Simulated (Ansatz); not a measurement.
# ZnS: the cost of one run

Program: Ansatz 0.2.0. Level of theory: DFT PBE, scalar-relativistic. These are calculated values, not measurements.

### 1 The starting structure

It takes space group P6_3mc (No. 186, hexagonal). Conventional cell: a = 3.811 Å, b = 3.811 Å, c = 6.234 Å, α = 90.00°, β = 90.00°, γ = 120.00°. Zn (site symmetry 3m) has 4 S at 2.31 to 2.40 Å as nearest neighbours. S (site symmetry 3m) is surrounded by 4 Zn at 2.31 to 2.40 Å.

As a file:

```cif
data_structure
_symmetry_space_group_name_H-M 'P 1'
_symmetry_Int_Tables_number 1
_cell_length_a 3.8110
_cell_length_b 3.8110
_cell_length_c 6.2340
_cell_angle_alpha 90.000
_cell_angle_beta 90.000
_cell_angle_gamma 120.000
_cell_volume 78.41
loop_
_atom_site_label
_atom_site_type_symbol
_atom_site_fract_x
_atom_site_fract_y
_atom_site_fract_z
_atom_site_occupancy
Zn1 Zn 0.33333 0.66667 0.00000 1
Zn2 Zn 0.66667 0.33333 0.50000 1
S1 S 0.33333 0.66667 0.38500 1
S2 S 0.66667 0.33333 0.88500 1
```

Atoms are numbered in the order of the input: Zn1, Zn2, S3, S4.

### 2 After the deformation

Space group P6_3mc before, P1 after.

### 3 LAPW, all electrons

The input, input.yaml:

```yaml
crystal:
  lattice:
    - [3.8109987816, -0.0571649817, -0.0571649817]
    - [-1.9550057172, 3.3290042495, -0.0209238355]
    - [-0.09351, -0.09351, 6.234]
  atoms:
    - { symbol: Zn, position: [0.3333333333, 0.6666666667, 0.0] }
    - { symbol: Zn, position: [0.6666666667, 0.3333333333, 0.5] }
    - { symbol: S, position: [0.3333333333, 0.6666666667, 0.385] }
    - { symbol: S, position: [0.6666666667, 0.3333333333, 0.885] }
kpoints:
  mp_grid: { grid: [8, 8, 5] }
  band_path:
    path:
      - [0.0, 0.0, 0.0]
      - [0.0, 0.0, 0.5]
      - [-0.5, 0.5, 0.0]
      - [0.0, 0.0, 0.0]
      - [0.0, -0.5, 0.0]
      - [-0.5, 0.0, 0.5]
      - [0.0, 0.0, 0.0]
      - [-0.5, 0.0, 0.0]
      - [0.0, -0.5, 0.5]
    npoints: 5
scf:
  occupations: { method: fermi_dirac, width: 0.03 }
hamiltonian:
  xc: pbe
  pseudopotentials: { kind: all_electron, lapw: { basis_error: 0.001 } }
output:
  forces: true
  stress: true
  eigenvalues: true
```

Started as:

```bash
ansatz run input.yaml --threads 1 --pin off --max-ram 4096MiB --backend cpu --events-out ev --progress --plain --runs-dir out
```

What time and memory should one allow on 1 thread of Intel Xeon 6975P-C (Granite Rapids), shared host?

About 2.6 min, with a peak of 1 GiB.
